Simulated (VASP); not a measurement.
# PbO2 (Fm-3m) in VASP: notebook, part 2 of 2

VASP 6.6.1. The steps go on from the part before.

### 3 Single point, PBE

File run.py:

```python
from ase.calculators.vasp import Vasp
from ase.dft.bandgap import bandgap
from ase.io import read

atoms = read('PbO2.cif', primitive_cell=True, subtrans_included=False)
calc = Vasp(
    directory='calc',
    xc='pbe',
    pp='PBE',
    setups='recommended',
    prec='Accurate',
    encut=520,
    ediff=1e-07,
    ismear=0,
    sigma=0.02,
    lreal=False,
    lasph=True,
    nelm=80,
    algo='Normal',
    isif=2,
    lwave=False,
    lcharg=False,
    kpts=[9, 9, 9],
    gamma=True,
)
atoms.calc = calc

print('energy (eV):', atoms.get_potential_energy())
print('free energy (eV):', atoms.get_potential_energy(force_consistent=True))
print('forces (eV/A):')
print(atoms.get_forces())
print('stress (eV/A^3, Voigt):', atoms.get_stress())
print('Fermi level (eV):', calc.get_fermi_level())
gap, top, bottom = bandgap(calc)
print('band gap (eV):', gap, 'from (spin, k, band)', top, 'to', bottom)
```

File PbO2.cif:

```cif
data_PbO2
_cell_length_a 5.40398400
_cell_length_b 5.40398400
_cell_length_c 5.40398400
_cell_angle_alpha 90.00000000
_cell_angle_beta 90.00000000
_cell_angle_gamma 90.00000000
_space_group_name_H-M_alt 'Fm-3m'
_space_group_name_Hall '-F 4 2 3'
_space_group_IT_number 225
loop_
_space_group_symop_operation_xyz
'x,y,z'
'-x,-y,-z'
'-y,x,z'
'y,-x,-z'
'-x,-y,z'
'x,y,-z'
'y,-x,z'
'-y,x,-z'
'x,-y,-z'
'-x,y,z'
'-y,-x,-z'
'y,x,z'
'-x,y,-z'
'x,-y,z'
'y,x,-z'
'-y,-x,z'
'z,x,y'
'-z,-x,-y'
'z,-y,x'
'-z,y,-x'
'z,-x,-y'
'-z,x,y'
'z,y,-x'
'-z,-y,x'
'-z,x,-y'
'z,-x,y'
'-z,-y,-x'
'z,y,x'
'-z,-x,y'
'z,x,-y'
'-z,y,x'
'z,-y,-x'
'y,z,x'
'-y,-z,-x'
'x,z,-y'
'-x,-z,y'
'-y,z,-x'
'y,-z,x'
'-x,z,y'
'x,-z,-y'
'-y,-z,x'
'y,z,-x'
'-x,-z,-y'
'x,z,y'
'y,-z,-x'
'-y,z,x'
'x,-z,y'
'-x,z,-y'
'x,y+1/2,z+1/2'
'-x,-y+1/2,-z+1/2'
'-y,x+1/2,z+1/2'
[... 62 lines left out ...]
'-z+1/2,-x,-y+1/2'
'z+1/2,-y,x+1/2'
'-z+1/2,y,-x+1/2'
'z+1/2,-x,-y+1/2'
'-z+1/2,x,y+1/2'
'z+1/2,y,-x+1/2'
'-z+1/2,-y,x+1/2'
'-z+1/2,x,-y+1/2'
'z+1/2,-x,y+1/2'
'-z+1/2,-y,-x+1/2'
'z+1/2,y,x+1/2'
'-z+1/2,-x,y+1/2'
'z+1/2,x,-y+1/2'
'-z+1/2,y,x+1/2'
'z+1/2,-y,-x+1/2'
'y+1/2,z,x+1/2'
'-y+1/2,-z,-x+1/2'
'x+1/2,z,-y+1/2'
'-x+1/2,-z,y+1/2'
'-y+1/2,z,-x+1/2'
'y+1/2,-z,x+1/2'
'-x+1/2,z,y+1/2'
'x+1/2,-z,-y+1/2'
'-y+1/2,-z,x+1/2'
'y+1/2,z,-x+1/2'
'-x+1/2,-z,-y+1/2'
'x+1/2,z,y+1/2'
'y+1/2,-z,-x+1/2'
'-y+1/2,z,x+1/2'
'x+1/2,-z,y+1/2'
'-x+1/2,z,-y+1/2'
'x+1/2,y+1/2,z'
'-x+1/2,-y+1/2,-z'
'-y+1/2,x+1/2,z'
'y+1/2,-x+1/2,-z'
'-x+1/2,-y+1/2,z'
'x+1/2,y+1/2,-z'
'y+1/2,-x+1/2,z'
'-y+1/2,x+1/2,-z'
'x+1/2,-y+1/2,-z'
'-x+1/2,y+1/2,z'
'-y+1/2,-x+1/2,-z'
'y+1/2,x+1/2,z'
'-x+1/2,y+1/2,-z'
'x+1/2,-y+1/2,z'
'y+1/2,x+1/2,-z'
'-y+1/2,-x+1/2,z'
'z+1/2,x+1/2,y'
'-z+1/2,-x+1/2,-y'
'z+1/2,-y+1/2,x'
'-z+1/2,y+1/2,-x'
'z+1/2,-x+1/2,-y'
'-z+1/2,x+1/2,y'
'z+1/2,y+1/2,-x'
'-z+1/2,-y+1/2,x'
'-z+1/2,x+1/2,-y'
'z+1/2,-x+1/2,y'
'-z+1/2,-y+1/2,-x'
'z+1/2,y+1/2,x'
'-z+1/2,-x+1/2,y'
'z+1/2,x+1/2,-y'
'-z+1/2,y+1/2,x'
'z+1/2,-y+1/2,-x'
'y+1/2,z+1/2,x'
'-y+1/2,-z+1/2,-x'
'x+1/2,z+1/2,-y'
'-x+1/2,-z+1/2,y'
'-y+1/2,z+1/2,-x'
'y+1/2,-z+1/2,x'
'-x+1/2,z+1/2,y'
'x+1/2,-z+1/2,-y'
'-y+1/2,-z+1/2,x'
'y+1/2,z+1/2,-x'
'-x+1/2,-z+1/2,-y'
'x+1/2,z+1/2,y'
'y+1/2,-z+1/2,-x'
'-y+1/2,z+1/2,x'
'x+1/2,-z+1/2,y'
'-x+1/2,z+1/2,-y'
loop_
_atom_site_label
_atom_site_type_symbol
_atom_site_symmetry_multiplicity
_atom_site_Wyckoff_symbol
_atom_site_fract_x
_atom_site_fract_y
_atom_site_fract_z
_atom_site_occupancy
Pb1 Pb 4 a 0.0000000000 0.0000000000 0.0000000000 1
O1 O 8 c 0.2500000000 0.2500000000 0.7500000000 1
```

Potentials or basis: VASP PAW PBE potentials, release 64 (Pb_d, O).

Command:

```sh
$ python run.py
```

It took 50 s on 1 thread of AMD EPYC, shared host; peak memory 0.14 GiB.

Results (log left out):

| Property | Result |
| --- | --- |
| Free energy | -15.6104 eV |
| Pressure | 0.6 GPa |
| Band gap on the k mesh | none (metal or under the smearing width) |

Levels at points of the mesh, in eV from the Fermi level:
| k point | band 10 | band 11 | band 12 | band 13 | band 14 | band 15 | band 16 | band 17 |
| --- | --- | --- | --- | --- | --- | --- | --- | --- |
| (0.00, 0.00, 0.00) | -1.91 | -1.91 | -1.14 | -1.14 | -1.14 | 7.05 | 7.05 | 7.05 |

The run has no spin-orbit coupling, so splittings on Pb are missing.

### 4 Single point, PBE+ULG

File run.py:

```python
from ase.calculators.vasp import Vasp
from ase.dft.bandgap import bandgap
from ase.spacegroup import crystal

atoms = crystal(
    ['Pb', 'O'],
    basis=[[0.0, 0.0, 0.0], [0.25, 0.25, 0.75]],
    spacegroup=225,
    setting=1,
    cellpar=[5.403984, 5.403984, 5.403984, 90.0, 90.0, 90.0],
    primitive_cell=True,
)
calc = Vasp(
    directory='calc',
    xc='pbe',
    pp='PBE',
    setups={'base': 'minimal', 'Pb': '_d', 'O': '_h'},
    prec='Accurate',
    encut=900,
    ediff=1e-06,
    ismear=0,
    sigma=0.1,
    lreal=False,
    lasph=True,
    nelm=100,
    algo='Damped',
    isif=2,
    lwave=False,
    lcharg=False,
    ivdw=3,
    time=0.5,
    kpts=[9, 9, 9],
    gamma=True,
    nbands=20,
)
atoms.calc = calc

print('energy (eV):', atoms.get_potential_energy())
print('free energy (eV):', atoms.get_potential_energy(force_consistent=True))
print('forces (eV/A):')
print(atoms.get_forces())
print('stress (eV/A^3, Voigt):', atoms.get_stress())
print('Fermi level (eV):', calc.get_fermi_level())
gap, top, bottom = bandgap(calc)
print('band gap (eV):', gap, 'from (spin, k, band)', top, 'to', bottom)
```

Potentials or basis: VASP PAW PBE potentials, release 64 (Pb_d, O_h).

Command:

```sh
$ python run.py
```

The log of the run:

```text
energy (eV): -16.255036500000003
free energy (eV): -16.25702306
forces (eV/A):
[[ 0. -0.  0.]
 [-0. -0. -0.]
 [ 0.  0.  0.]]
stress (eV/A^3, Voigt): [ 0.01575584  0.01575584  0.01575584 -0.         -0.         -0.        ]
Fermi level (eV): 5.99804388
band gap (eV): 0.0 from (spin, k, band) (None, None, None) to (None, None, None)
```

OUTCAR:

```text
ENCUT = 900.000000
   EDIFF = 1.00e-06
   GGA = PE
   PREC = Accurate
   ISIF = 2
   ISMEAR = 0
   NELM = 100
[... 786 lines left out ...]
      0.00000      0.00000      0.00000         0.000000     -0.000000      0.000000
      4.05299      4.05299      4.05299        -0.000000     -0.000000     -0.000000
      1.35100      1.35100      1.35100         0.000000      0.000000      0.000000
 -----------------------------------------------------------------------------------
    total drift:                               -0.000000     -0.000000      0.000000

  FREE ENERGIE OF THE ION-ELECTRON SYSTEM (eV)
  ---------------------------------------------------
  free  energy   TOTEN  =       -16.2570230594 eV

  energy  without entropy=      -16.2530494695  energy(sigma->0) =      -16.25503626
```

INCAR:

```text
ENCUT = 900.000000
SIGMA = 0.100000
TIME = 0.500000
EDIFF = 1.00e-06
ALGO = Damped
GGA = PE
PREC = Accurate
ISIF = 2
ISMEAR = 0
NBANDS = 20
NELM = 100
IVDW = 3
LASPH = .TRUE.
LCHARG = .FALSE.
LWAVE = .FALSE.
LREAL = .FALSE.
```

It took 2.8 min on 1 thread of AMD EPYC, shared host; peak memory 0.29 GiB.

Results:

| Item | Value |
| --- | --- |
| Free energy | -16.2570 eV |
| Pressure | -2.5 GPa |
| Band gap on the k mesh | none (metal or under the smearing width) |
| Dispersion energy per atom | -0.211 eV |

Caveat: the cutoff is under 1.25 times the usual one of these potentials, so pressure, stress and relaxed cells hold a basis-set (Pulay) error; atom-pairwise D2, TS and ULG terms overbind metals; pairwise dispersion overbinds metals, which lowers pressure and volume.
